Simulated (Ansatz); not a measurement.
All numbers below come from DFT PBE, scalar-relativistic, plane waves, PAW (Ansatz 0.2.0). The final run on the 4-atom cell used 420 eV, a Γ-centred 16×16×16 mesh, 0.10 eV smearing and no spin polarisation.

Formation energies are uncorrected and refer to the elements' standard structures at the same level.

Problem. Propose a candidate for a tetragonal metal with formula ScAl3, with a formation energy near −0.36 eV/atom and about 18 Å³ per atom, in a cell of 4 atoms.

Solution. ScAl3, space group I4/mmm (No. 139). Sc is surrounded by 12 Al at 2.84–2.98 Å; Al on a site of symmetry 4/mmm is surrounded by 4 Sc at 2.84 Å and 8 Al at 2.98 Å; Al on a site of symmetry -4m2 is surrounded by 8 Al at 2.84–2.98 Å and 4 Sc at 2.98 Å.

```
Sc Al
1.0
    -2.01166    2.01166    4.40911
     2.01166   -2.01166    4.40911
     2.01166    2.01166   -4.40911
Sc Al
1 3
Direct
  0.00000 0.00000 0.00000
  0.50000 0.50000 0.00000
  0.75000 0.25000 0.50000
  0.25000 0.75000 0.50000
```

| Quantity | Value |
| --- | --- |
| Volume per atom | 17.84 Å³ |
| Density | 2.93 g/cm³ |
| Formation energy | −0.36 eV/atom |
| Gap on the 16×16×16 mesh of the 4-atom cell | 0 eV (a metal) |

The cell was found from a structure generator's guess, not taken from experiment. The answer needn't be unique; the calculation gave this one.

A structure relaxed within its symmetry needn't be a true minimum.
